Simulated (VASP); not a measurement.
# As (Pm-3m) in VASP: notebook, part 2 of 2

VASP 6.6.1.

## 3. Relaxation of cell and atoms, PBEsol+D3

File INCAR:

```
SYSTEM = As
PREC     = Accurate       ! precision mode
ENCUT    = 600            ! plane-wave cutoff, eV
EDIFF    = 1E-6           ! SCF threshold, eV
ISMEAR   = -1             ! smearing method
SIGMA    = 0.05           ! smearing width, eV
LREAL    = .FALSE.        ! projectors in reciprocal space
LASPH    = .TRUE.         ! aspherical terms in the spheres
NELM     = 100            ! most SCF steps
ALGO     = Normal         ! electronic algorithm
ISIF     = 3              ! what is computed and relaxed
LWAVE    = .FALSE.        ! write WAVECAR
LCHARG   = .FALSE.        ! write CHGCAR
GGA      = PS             ! functional
IVDW     = 11             ! dispersion correction
IBRION   = 2              ! ionic algorithm
NSW      = 40             ! ionic steps
EDIFFG   = -0.01          ! ionic threshold
```

File KPOINTS:

```
Automatic mesh
0
G
  10 10 10
  0 0 0
```

File POSCAR:

```
As
1.0
    2.7036817444      0.0000000000      0.0000000000
    0.0000000000      2.7036817444      0.0000000000
    0.0000000000      0.0000000000      2.7036817444
As
1
Direct
    0.5000000000      0.5000000000      0.5000000000
```

Potentials or basis: VASP PAW PBE potentials, release 64 (As).

Started as:

```console
cat potpaw_PBE.64/As/POTCAR > POTCAR
mpirun -np 1 vasp_std > vasp.out
```

Run time: 11 s. Hardware: 1 thread of AMD EPYC 7R13 (Zen 3), shared host; peak memory 0.12 GiB.

It converged, with:

- Free energy: -5.2581 eV
- Relaxed volume: 19.21 Å³/atom
- Relaxed cell: a = 2.678 Å, b = 2.678 Å, c = 2.678 Å, α = 90.00°, β = 90.00°, γ = 90.00°
- Space group after relaxing (to 0.05 Å): Pm-3m (No. 221)
- Energy gained by relaxing: 4.4 meV/atom
- Ionic steps: 3
- Pressure after relaxing: 0.0 GPa
- Band gap on the k mesh: none (metal or under the smearing width)
- Dispersion energy per atom: -0.211 eV

Step by step:
```csv
step,energy change (eV),largest force (eV/Å),pressure (GPa),volume (Å³)
1,0.0000,0.0000,-2.50,19.76
2,-0.0028,0.0000,1.67,18.89
3,-0.0044,0.0000,0.00,19.21
```

Final structure:
```xyz
1
Lattice="2.6784 0.0000 0.0000 0.0000 2.6784 0.0000 0.0000 0.0000 2.6784" Properties=species:S:1:pos:R:3 pbc="T T T"
As    1.3392    1.3392    1.3392
```

Levels at points of the mesh, in eV from the Fermi level:
| k point | band 1 | band 2 | band 3 | band 4 | band 5 | band 6 |
| --- | --- | --- | --- | --- | --- | --- |
| (0.00, 0.00, 0.00) | -15.21 | 4.30 | 4.30 | 4.30 | 8.57 | 8.57 |
| (0.50, 0.00, 0.00) | -11.92 | -7.15 | 6.71 | 6.71 | 11.35 | 14.21 |
| (0.50, 0.50, 0.00) | -8.49 | -4.37 | -4.37 | 2.33 | 8.99 | 16.87 |
| (0.50, 0.50, 0.50) | -4.67 | -1.82 | -1.82 | -1.82 | 5.89 | 5.89 |

Caveat: the PAW data sets were made with another functional, which shifts forces and pressure a little; pairwise dispersion overbinds metals, which lowers pressure and volume.

## 4. Relaxation of cell and atoms, PBEsol+D3(BJ)

Changes to INCAR since step 3:

```diff
@@ -14,3 +14,3 @@
 GGA      = PS             ! functional
-IVDW     = 11             ! dispersion correction
+IVDW     = 12             ! dispersion correction
 IBRION   = 2              ! ionic algorithm
```

KPOINTS is that of step 3.

POSCAR is that of step 3.

Started as:

```console
cat potpaw_PBE.64/As/POTCAR > POTCAR
mpirun -np 1 vasp_std > vasp.out
```

It took 12 s on 1 thread of AMD EPYC 7R13 (Zen 3), shared host; peak memory 0.12 GiB.

The run converged. Its results:

```
Free energy                            : -5.4619 eV
Relaxed volume                         : 18.78 Å³/atom
Relaxed cell                           : a = 2.658 Å, b = 2.658 Å, c = 2.658 Å, α = 90.00°, β = 90.00°, γ = 90.00°
Space group after relaxing (to 0.05 Å) : Pm-3m (No. 221)
Energy gained by relaxing              : 14.7 meV/atom
Ionic steps                            : 3
Pressure after relaxing                : 0.0 GPa
Band gap on the k mesh                 : none (metal or under the smearing width)
Dispersion energy per atom             : -0.421 eV
```

The path:
```csv
step,energy change (eV),largest force (eV/Å),pressure (GPa),volume (Å³)
1,0.0000,0.0000,-4.57,19.76
2,-0.0087,0.0000,3.44,18.20
3,-0.0147,0.0000,-0.01,18.78
```

Final structure:
```
As
1.0
     2.65807    0.00000    0.00000
     0.00000    2.65807    0.00000
     0.00000    0.00000    2.65807
As
1
Direct
  0.50000 0.50000 0.50000
```

Levels at points of the mesh, in eV from the Fermi level:
```tsv
k point	band 1	band 2	band 3	band 4	band 5
(0.00, 0.00, 0.00)	-15.43	4.39	4.39	4.39	8.59
(0.50, 0.00, 0.00)	-12.04	-7.35	6.88	6.88	11.42
(0.50, 0.50, 0.00)	-8.48	-4.49	-4.49	2.22	9.25
(0.50, 0.50, 0.50)	-4.49	-1.87	-1.87	-1.87	5.84
```

Caveat: the PAW data sets were made with another functional, which shifts forces and pressure a little; pairwise dispersion overbinds metals, which lowers pressure and volume.

## 5. Relaxation of cell and atoms, PBEsol+D4

Changes to INCAR since step 4:

```diff
@@ -14,3 +14,3 @@
 GGA      = PS             ! functional
-IVDW     = 12             ! dispersion correction
+IVDW     = 13             ! dispersion correction
 IBRION   = 2              ! ionic algorithm
```

KPOINTS is that of step 4.

POSCAR is that of step 4.

Potentials or basis: VASP PAW PBE potentials, release 64 (As).

Started as:

```console
cat potpaw_PBE.64/As/POTCAR > POTCAR
mpirun -np 1 vasp_std > vasp.out
```

OUTCAR:

```text
SYSTEM = As
   PREC = Accurate
   ENCUT = 600
   EDIFF = 1E-6
   ISMEAR = -1
   LREAL = .FALSE.
   LASPH = .TRUE.
   NELM = 100
   ISIF = 3
   GGA = PS
   IVDW = 13
   IBRION = 2
   NSW = 40
   EDIFFG = -0.01

 ion  position               nearest neighbor table
   1  0.500  0.500  0.500-

  LATTYP: Found a simple cubic cell.
 ALAT       =     2.7036817444

  Lattice vectors:

 A1 = (   2.7036817444,   0.0000000000,   0.0000000000)
 A2 = (   0.0000000000,   2.7036817444,   0.0000000000)
 A3 = (   0.0000000000,   0.0000000000,   2.7036817444)

Analysis of symmetry for initial positions (statically):
=====================================================================
 Subroutine PRICEL returns:
 Original cell was already a primitive cell.

 Routine SETGRP: Setting up the symmetry group for a
 simple cubic supercell.

 Subroutine GETGRP returns: Found 48 space group operations
 (whereof 48 operations were pure point group operations)
[... 242 lines left out ...]
 number of electron       5.0000000 magnetization

 Free energy of the ion-electron system (eV)
  ---------------------------------------------------
  ext. energy  EPLUGINS =         0.00000000
  ---------------------------------------------------
  free energy    TOTEN  =        -5.04522217 eV

  energy without entropy =       -5.04260358  energy(sigma->0) =       -5.04391287

 E-fermi :   6.2125     XC(G=0): -10.7175

 val. band max:        6.1111397613   @ k =   0.5000   0.3000   0.3000
 cond. band min:       6.2339314044   @ k =   0.2000   0.2000   0.0000
 fundamental gap:      0.1227916430
 Fermi energy:         6.2125216316

 k-point     1 :       0.0000    0.0000    0.0000
  band No.  band energies     occupation
      1      -9.0894      2.00000
      2      10.5487      0.00000
      3      10.5487      0.00000
      4      10.5487      0.00000
      5      14.7929      0.00000
      6      14.7929      0.00000
[... 199 lines left out ...]
 k-point    24 :       0.3000    0.1000    0.1000
  band No.  band energies     occupation
      1      -7.0558      2.00000
      2       2.6657      2.00000
      3       9.7985      0.00000
      4      10.3396      0.00000
      5      18.9642      0.00000
      6      19.0105      0.00000

 [... further k-points ...]

------------------------ aborting loop because EDIFF is reached ----------------------------------------

  DFT-D4 for vdW energy calculation

  Edisp (eV):   -0.28801
[... 24 lines left out ...]
  FREE ENERGIE OF THE ION-ELECTRON SYSTEM (eV)
  ---------------------------------------------------
  free  energy   TOTEN  =        -5.3332285018 eV

  energy  without entropy=       -5.3306099199  energy(sigma->0) =       -5.33191921

 reached required accuracy - stopping structural energy minimisation
```

Wall time 13 s (1 thread of AMD EPYC 7R13 (Zen 3), shared host); peak memory 0.11 GiB.

What came out:

```yaml
Free_energy: -5.3332 eV
Relaxed_volume: 19.03 Å³/atom
Relaxed_cell: a = 2.670 Å, b = 2.670 Å, c = 2.670 Å, α = 90.00°, β = 90.00°, γ = 90.00°
Space_group_after_relaxing_to_0.05_Å: Pm-3m (No. 221)
Energy_gained_by_relaxing: 8.1 meV/atom
Ionic_steps: 3
Pressure_after_relaxing: 0.0 GPa
Band_gap_on_the_k_mesh: none (metal or under the smearing width)
Dispersion_energy_per_atom: -0.288 eV
```

The path:
```tsv
step	energy change (eV)	largest force (eV/Å)	pressure (GPa)	volume (Å³)
1	0.0000	0.0000	-3.39	19.76
2	-0.0049	0.0000	2.40	18.59
3	-0.0081	0.0000	0.00	19.03
```

Final structure:
```
As
1.0
     2.66976    0.00000    0.00000
     0.00000    2.66976    0.00000
     0.00000    0.00000    2.66976
As
1
Direct
  0.50000 0.50000 0.50000
```

Caveat: the PAW data sets were made with another functional, which shifts forces and pressure a little; pairwise dispersion overbinds metals, which lowers pressure and volume.

## 6. Relaxation of cell and atoms, PBEsol+rVV10

Changes to INCAR since step 5:

```diff
@@ -14,3 +14,6 @@
 GGA      = PS             ! functional
-IVDW     = 13             ! dispersion correction
+LUSE_VDW = .TRUE.       
+IVDW_NL  = 2            
+BPARAM   = 20.0         
+CPARAM   = 0.0093       
 IBRION   = 2              ! ionic algorithm
```

KPOINTS is that of step 5.

POSCAR is that of step 5.

Potentials or basis: VASP PAW PBE potentials, release 64 (As).

Started as:

```console
cat potpaw_PBE.64/As/POTCAR > POTCAR
mpirun -np 1 vasp_std > vasp.out
```

Run time: 34 s. Hardware: 1 thread of AMD EPYC 7R13 (Zen 3), shared host; peak memory 0.18 GiB.

The run converged. Its results:

* Free energy: -5.0125 eV
* Relaxed volume: 19.42 Å³/atom
* Relaxed cell: a = 2.688 Å, b = 2.688 Å, c = 2.688 Å, α = 90.00°, β = 90.00°, γ = 90.00°
* Space group after relaxing (to 0.05 Å): Pm-3m (No. 221)
* Energy gained by relaxing: 1.7 meV/atom
* Ionic steps: 3
* Pressure after relaxing: 0.0 GPa
* Band gap on the k mesh: none (metal or under the smearing width)

The path:
| step | energy change (eV) | largest force (eV/Å) | pressure (GPa) | volume (Å³) |
| --- | --- | --- | --- | --- |
| 1 | 0.0000 | 0.0000 | -1.57 | 19.76 |
| 2 | -0.0011 | 0.0000 | 1.01 | 19.21 |
| 3 | -0.0017 | 0.0000 | 0.00 | 19.42 |

Final structure:
```
CELL_PARAMETERS angstrom
2.68786 0.00000 0.00000
0.00000 2.68786 0.00000
0.00000 0.00000 2.68786
ATOMIC_POSITIONS crystal
As 0.50000 0.50000 0.50000
```

Levels at points of the mesh, in eV from the Fermi level:
```tsv
k point	band 1	band 2	band 3	band 4	band 5	band 6
(0.00, 0.00, 0.00)	-15.10	4.27	4.27	4.27	8.57	8.57
(0.50, 0.00, 0.00)	-11.87	-7.07	6.64	6.64	11.32	14.13
(0.50, 0.50, 0.00)	-8.48	-4.31	-4.31	2.36	8.88	16.75
(0.50, 0.50, 0.50)	-4.74	-1.80	-1.80	-1.80	5.90	5.90
```

Caveat: the PAW data sets were made with another functional, which shifts forces and pressure a little; pairwise dispersion overbinds metals, which lowers pressure and volume.

## 7. Overview

```csv
level,gap on the mesh (eV),pressure (GPa),relaxed volume (Å³/atom)
PBEsol,none,0.0,19.48
PBEsol+D3,none,0.0,19.21
PBEsol+D3(BJ),none,0.0,18.78
PBEsol+D4,none,0.0,19.03
PBEsol+rVV10,none,0.0,19.42
```

Alike in all rows: task relaxation of cell and atoms; potentials or basis VASP PAW PBE potentials, release 64 (As); no spin polarisation; cell relaxed; k mesh 10 × 10 × 10; cutoff (eV) 600; smearing fermi-dirac 0.05 eV.

Caveats: the PAW data sets were made with another functional, which shifts forces and pressure a little; pairwise dispersion overbinds metals, which lowers pressure and volume (some runs).

Absolute energies hang on the potentials; compare differences alone.
